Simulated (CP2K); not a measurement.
BP:

```xyz
2
Lattice="3.2089 0.0000 0.0000 1.6044 2.7789 0.0000 1.6044 0.9263 2.6200" Properties=species:S:1:pos:R:3 pbc="T T T"
P     4.8133    2.7789    1.9650
B     0.0000    0.0000    0.0000
```

Base run:

| Item | Value |
| --- | --- |
| Program | CP2K 2026.2 |
| Functional | PW91 |
| Potentials or basis | POTENTIAL_UZH P GTH-PBE-q5, B GTH-PBE-q3; TZVP-MOLOPT-PBE-GTH basis |
| Density cutoff | 9184 eV |
| k mesh | 10 × 10 × 10 |
| Occupations | fermi-dirac, width 0.05 eV |
| Spin | no spin polarisation |

Its results: band gap on the k mesh 1.40 eV, indirect (least direct gap 3.48 eV); pressure 0.4 GPa.

Q: After a change of settings the same cell gave: band gap on the k mesh 1.51 eV, indirect (least direct gap 3.60 eV); pressure -0.4 GPa. Which change was it?
A. functional from PW91 to LDA
B. functional from PW91 to vdW-DF2
C. functional from PW91 to r2SCAN
D. functional from PW91 to WC

A: C.

r2SCAN gives the wider gap, since meta-GGAs in the generalised Kohn-Sham scheme recover part of the derivative discontinuity.

Caveats: the potentials were made for another functional, which shifts forces and pressure; the basis of atomic orbitals isn't converged, which shifts pressures, moduli and gaps.

Not every run made on this cell is shown here.
